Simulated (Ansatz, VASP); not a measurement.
# CdS: VASP beside Ansatz

The input INCAR:

```
PREC = Accurate
ENCUT = 520
EDIFF = 1E-7
ISMEAR = 0
SIGMA = 0.05
LREAL = False
LASPH = True
NELM = 60
ALGO = Normal
ISIF = 2
LWAVE = False
LCHARG = True
GGA = RE
IVDW = 13
LELF = True
LVHAR = True
NBANDS = 16
```

The input KPOINTS:

```
regular mesh
0
Gamma
  8 8 8
```

POSCAR

```
CdS
1.0
    0.0000000000      2.8834607553      2.8834607553
    2.8834607553      0.0000000000      2.8834607553
    2.8834607553      2.8834607553      0.0000000000
Cd S
1 1
Direct
    0.0000000000      0.0000000000      0.0000000000
    0.7500000000      0.7500000000      0.7500000000
```

Input for Ansatz:

```yaml
crystal:
  lattice:
    - [0.0, 2.8834607553, 2.8834607553]
    - [2.8834607553, 0.0, 2.8834607553]
    - [2.8834607553, 2.8834607553, 0.0]
  atoms:
    - { symbol: Cd, position: [0.0, 0.0, 0.0] }
    - { symbol: S, position: [0.75, 0.75, 0.75] }
basis:
  ecutwfc: 420
  ecutrho_ratio: 4
kpoints:
  mp_grid: { grid: [8, 8, 8] }
hamiltonian:
  xc: revpbe
  dispersion: d4
scf:
  occupations: { method: gaussian, width: 0.05 }
output:
  forces: true
  stress: true
  eigenvalues: true
```

Alike in both runs: task single point; functional revPBE; dispersion D4; k mesh 8 × 8 × 8; occupations gaussian, width 0.05 eV; no spin polarisation.

|  | VASP | Ansatz |
| --- | --- | --- |
| version | VASP 6.6.1 | Ansatz 0.2.0 |
| potentials or method | VASP PAW PBE potentials, release 64 (Cd, S) | scalar-relativistic, plane waves, PAW |
| plane-wave cutoff (eV) | 520 | 420 |
| valence electrons in the cell | 18 | 26 |

VASP gave:

- gap on the k mesh at the Fermi level (eV): 1.36
- least direct gap on the mesh (eV): 1.36
- pressure (GPa): 3.0
- dispersion energy (meV/atom): -567.1

Question: Which values does Ansatz return?

Answer: gap on the k mesh at the Fermi level (eV): 1.35; least direct gap on the mesh (eV): 1.35; pressure (GPa): 2.6; dispersion energy (meV/atom): -567.3.

The two sets of potentials don't hold the same shells in valence.

Caveats: the PAW data sets were made with another functional, which shifts forces and pressure a little (VASP). As with any semilocal functional, this revPBE gap is likely too small.
